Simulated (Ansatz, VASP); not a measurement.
## Two plane-wave programs on Ca

```
CELL_PARAMETERS angstrom
-2.09649 2.10173 2.44535
2.09649 -2.10173 2.44535
2.09649 2.10173 -2.44535
ATOMIC_POSITIONS crystal
Ca 0.50000 0.50000 0.00000
```

This isn't the form of Ca at room conditions, which is fcc.

Alike in both runs: task single point; functional LDA; k mesh 18 × 18 × 18; occupations gaussian, width 0.15 eV; no spin polarisation.

```csv
,VASP,Ansatz
version,VASP 6.6.1,Ansatz 0.2.0
potentials or method,"VASP PAW LDA potentials, release 64 (Ca_sv)","scalar-relativistic, plane waves, PAW"
plane-wave cutoff (eV),520,420
valence electrons in the cell,10,10
```

```tsv
	VASP	Ansatz	Ansatz less VASP
gap on the k mesh at the Fermi level (eV)	none	none	-
pressure (GPa)	-2.0	-2.0	0.00
largest component of the traceless stress (GPa)	0.21	0.22	+0.002
```

A gap of «none» marks a metal or a gap that the smearing closes.
